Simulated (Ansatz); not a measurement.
Runs of Ansatz 0.2.0 on PtS2. It takes space group P-3m1 (No. 164, trigonal). Conventional cell: a = 3.543 Å, b = 3.543 Å, c = 5.039 Å, α = 90.00°, β = 90.00°, γ = 120.00°. Around Pt (site symmetry -3m) lie 6 S at 2.34 Å. S (site symmetry 3m) is surrounded by 3 Pt at 2.34 Å. 

| task | level | spin | cell | k mesh | smearing | points for each segment of the path | gap on the mesh (eV) | pressure (GPa) | relaxed volume (Å³/atom) | largest force (eV/Å) |
| --- | --- | --- | --- | --- | --- | --- | --- | --- | --- | --- |
| relaxation of cell and atoms | LDA | off | relaxed | 9 × 9 × 5 | fermi-dirac 0.05 eV | - | none | 0.0 | 16.60 | - |
| single point | PBE | off | as given | 9 × 9 × 5 | gaussian 0.011 eV | - | 1.02 | 11.6 | - | 1.26 |
| band structure | LDA | off | as given | 9 × 9 × 5 | fermi-dirac 0.05 eV | 14 | (a) | 3.6 | - | 0.80 |
| relaxation of cell and atoms | revPBE+D3(BJ) | off | relaxed | 9 × 9 × 5 | fermi-dirac 0.05 eV | - | - | 0.0 | 16.42 | - |
| relaxation of cell and atoms | revPBE+D4 | off | relaxed | 9 × 9 × 5 | fermi-dirac 0.05 eV | - | - | 0.0 | 16.55 | - |
| relaxation of cell and atoms | PBE | off | relaxed | 9 × 9 × 5 | fermi-dirac 0.05 eV | - | 1.57 | 0.0 | 23.99 | - |
| band structure | PBE | SOC, no magnetisation | as given | 7 × 7 × 4 | fermi-dirac 0.05 eV | 14 | 0.88 | 11.6 | - | (b) |
| band structure | PBE | off | as given | 9 × 9 × 5 | fermi-dirac 0.05 eV | 14 | 1.02 | 11.6 | - | 1.26 |

Alike in all rows: potentials or basis Ansatz PAW; cutoff (eV) 420.

Q: Estimate the missing entries.

A: (a) 0.90; (b) 1.27.

Caveats: the plane-wave basis is chosen anew once the cell has moved, so the energies of steps on either side of that aren't comparable (some runs); the PAW data sets come from PBE, with cores solved anew for the run's functional, which leaves a small shift of forces and pressure (some runs); spin-orbit coupling is left out, which moves the levels of the heavy elements (some runs); forces of over 1 eV/Å show positions far from the minimum, so gaps and moduli don't describe the material at rest (some runs); odd divisions of the mesh miss points on the zone boundary, where band edges often lie, so the gap on the mesh can be too wide (some runs); the volume moved by -10 % from the deposited cell, more than functionals usually miss (some runs); the volume moved by over 15 % at a fixed basis, so the end points are rough (some runs).

A k mesh can miss the band edges, and rows without SOC leave out spin-orbit coupling on Pt.

A gap of «none» marks a metal or a gap under the smearing width.
